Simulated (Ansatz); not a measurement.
CaF$_{2}$ (fluorite, space group No. 225) at seven volumes, HSE06 in the plane-wave PAW code Ansatz, scaled uniformly. One row is withheld.

```csv
V (Å³/atom),P (GPa)
12.393,9.73
12.802,?
13.211,2.73
13.619,0.01
14.028,-2.30
14.436,-4.26
14.845,-5.92
```

Fit the shown pressures and predict the withheld one.

Third-order Birch–Murnaghan: P = (3/2)B₀(x^(7/2) − x^(5/2))[1 + (3/4)(B′ − 4)(x − 1)] with x = (V₀/V)^(2/3). Least squares on the six rows gives V₀ = 13.621 Å³/atom, B₀ = 83.36 GPa, B′ = 4.47. At V = 12.802, x = 1.0422 and P = 5.94 GPa. The run itself gave 5.94 GPa.

Space group Fm-3m (fluorite). The HSE06 relaxation kept the symmetry of its start.

Potentials: the later of the program's two PAW sets.
